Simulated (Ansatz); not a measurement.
# Mo: experiment and calculation

**Experimental background.**

From a printed reference work, data compilation, for a bulk crystal of Mo at 298.15 K: lattice constant a 3.1473 Å.

The results are compared with them further down.

These are results of DFT PBE, scalar-relativistic, plane waves, PAW in Ansatz, not measurements.

Cutoff 420 eV; k points 18×18×18 on the computed 1-atom cell (Γ-centred); Gaussian smearing, width 0.10 eV; no spin polarisation.

Relaxed structure, symmetry kept:

```xyz
1
Lattice="-1.5802 1.5802 1.5802 1.5802 -1.5802 1.5802 1.5802 1.5802 -1.5802" Properties=species:S:1:pos:R:3 pbc="T T T"
Mo    0.0000    0.0000    0.0000
```

```json
{
  "Space group": "Im-3m (No. 229)",
  "Volume per atom": "15.78 Å³",
  "Formation energy from the elements' standard states (uncorrected)": "+0.003 eV/atom",
  "Kohn–Sham band gap": "none (metal)",
  "Density of states at the Fermi level": "0.59 states/eV per cell",
  "Löwdin character within 0.5 eV of the Fermi level": "Mo 4d 90 %, unprojected 5 %",
  "Bulk modulus": "260 GPa",
  "Its pressure derivative": "4.4",
  "Bader charges (e)": "Mo (1 in the cell) 0.00"
}
```

Against the measured lattice constant a of Mo, 3.1473 Å (298.15 K; a printed reference work, data compilation), the calculated 3.160 Å is off by +0.4 %. The calculation is for 0 K without zero-point motion.